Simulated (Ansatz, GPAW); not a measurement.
# Pd: 3 runs at one level of theory

```xyz
1
Lattice="0.0000 1.9465 1.9465 1.9465 0.0000 1.9465 1.9465 1.9465 0.0000" Properties=species:S:1:pos:R:3 pbc="T T T"
Pd    0.0000    0.0000    0.0000
```

Alike in all runs: task single point; functional PBE; k mesh 12 × 12 × 12; occupations gaussian, width 0.024 eV; no spin polarisation; no spin-orbit coupling. Pressure is positive in compression and, in plane waves, holds the error of the finite cutoff, which Ansatz's Pulay term estimates and takes out.

```json
{"program and potentials": "Ansatz, Ansatz PAW", "plane-wave cutoff (eV)": "420", "notes": "18 valence electrons an atom on average; Pulay term of +0.07 GPa included", "band gap (eV)": "no gap", "pressure (GPa)": "6.89"}
{"program and potentials": "GPAW, GPAW PAW data sets (gpaw-data 1.2.1)", "plane-wave cutoff (eV)": "600", "notes": "16 valence electrons an atom on average", "band gap (eV)": "no gap", "pressure (GPa)": "6.84"}
{"program and potentials": "Ansatz, all-electron LAPW, scalar-relativistic", "plane-wave cutoff (eV)": "-", "notes": "-", "band gap (eV)": "no gap", "pressure (GPa)": "6.79"}
```

None finds a gap. The pressure spans 6.79 (Ansatz, all-electron LAPW, scalar-relativistic) to 6.89 GPa (Ansatz, Ansatz PAW), with all-electron results at 6.79.

The functional is the same throughout but for its coding, so the spread measures potentials, basis and numerics; runs on potential files found faulty are left out.
